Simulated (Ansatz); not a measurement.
Consider ZnTe in the zinc blende structure (space group F-43m, No. 216; a = 6.066 Å). Axes: x, y, z lie along the cube axes.

Level of theory: PBEsol in Ansatz (plane waves to 420 eV, PAW, no spin-orbit coupling).

Base values:

The valence-band top at Γ comes out as 0.00, 0.00, 0.00 eV and the pressure is 0.00 GPa.

The change: biaxial strain −2.08 %, plane normal [110], relaxed out of plane (Cartesian); in-plane vectors clamped, the third vector and the atoms free.

### Question
What does the calculation give for the valence-band top at Γ and pressure after the change?

### Answer
The valence-band top at Γ (three highest levels, from the VBM) becomes 0.00, -0.07, -0.25 eV (base: 0.00, 0.00, 0.00 eV); the pressure (mean of the normal stresses, compression positive) goes from zero to 1.37 GPa.

With Te present, leaving out spin-orbit coupling can change the band edges. The levels and masses belong to the bands next to the band gap. Stability against distortions was not tested.

Ansatz is a program for electronic structure.
